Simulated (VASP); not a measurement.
A run of VASP 6.6.1 is set up as follows.

File INCAR:

```
PREC = Accurate ; ENCUT = 600
EDIFF = 1E-6 ; ISMEAR = 0
SIGMA = 0.02 ; LREAL = F
LASPH = T ; NELM = 100
ALGO = Normal ; ISIF = 3
LWAVE = F ; LCHARG = F
GGA = PE ; IBRION = 2
NSW = 100 ; EDIFFG = -0.01
```

Contents of KPOINTS:

```
regular mesh
0
Gamma
  8 8 8
```

The input POSCAR:

```
KF
1.0
    0.0000000000      2.7049927231      2.7049927231
    2.7049927231      0.0000000000      2.7049927231
    2.7049927231      2.7049927231      0.0000000000
K F
1 1
Direct
    0.5000000000      0.5000000000      0.5000000000
    0.0000000000      0.0000000000      0.0000000000
```

Potentials or basis: VASP PAW PBE potentials, release 64 (K_sv, F).

The run is started by

```console
$ cat potpaw_PBE.64/K_sv/POTCAR potpaw_PBE.64/F/POTCAR > POTCAR
$ mpirun -np 1 vasp_std > vasp.out
```

Q: Predict the band gap on the k mesh.

A: 5.95 eV, direct.

Q: Predict the space group after relaxing (to 0.05 Å).

A: Fm-3m (No. 225).

Q: Estimate the relaxed cell.

A: a = 3.833 Å, b = 3.833 Å, c = 3.833 Å, α = 60.00°, β = 60.00°, γ = 60.00°.

Step by step:
```csv
step,energy change (eV),largest force (eV/Å),pressure (GPa),volume (Å³)
1,0.0000,0.0000,0.19,39.58
2,-0.0001,0.0000,0.08,39.72
3,-0.0001,0.0000,0.00,39.83
```

A k mesh can miss the band edges. A hybrid or GW would open this gap; PBE tends to underestimate it.
